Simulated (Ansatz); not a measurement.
# P: the cost of one run

Method: DFT PBE, scalar-relativistic, plane waves, PAW, in Ansatz 0.2.0.

**1. The system as given**

The structure is tetragonal, space group I4_122 (No. 98). The conventional cell has a = 3.910 Å, b = 3.910 Å, c = 7.799 Å, α = 90.00°, β = 90.00°, γ = 90.00°. Around P (site symmetry 2) lie 4 P at 2.04 to 2.24 Å.

As a file:

```
P
1.0
    -1.95499    1.95499    3.89925
     1.95499   -1.95499    3.89925
     1.95499    1.95499   -3.89925
P
4
Direct
  0.37500 0.98638 0.11138
  0.73638 0.12500 0.11138
  0.01362 0.62500 0.88862
  0.87500 0.26362 0.88862
```

Recipe of the guess: 4-connected net of one element (I4_122, No. 98). The dimensions are guesses.

**2. A first look at the guess**

Input file input.yaml:

```yaml
crystal:
  lattice:
    - [-1.9549946, 1.9549946, 3.89925226]
    - [1.9549946, -1.9549946, 3.89925226]
    - [1.9549946, 1.9549946, -3.89925226]
  atoms:
    - { symbol: P, position: [0.375, 0.98638201, 0.11138201] }
    - { symbol: P, position: [0.73638201, 0.125, 0.11138201] }
    - { symbol: P, position: [0.01361799, 0.625, 0.88861799] }
    - { symbol: P, position: [0.875, 0.26361799, 0.88861799] }
basis:
  ecutwfc: 420
kpoints:
  mp_grid: { grid: [6, 6, 6] }
hamiltonian:
  xc: pbe
scf:
  occupations: { method: gaussian, width: 0.1 }
  lower_state_search: "off"
output:
  forces: true
  stress: true
  eigenvalues: true
```

On the command line:

```
ansatz run input.yaml --threads 1 --pin off --max-ram 2560MiB --backend cpu --events-out ev --progress --plain --runs-dir out
```

**Question.** How long does this run take on 1 thread of Arm Neoverse V2, shared host, and how much memory does it need?

About 2.5 s, with a peak of 0.31 GiB.
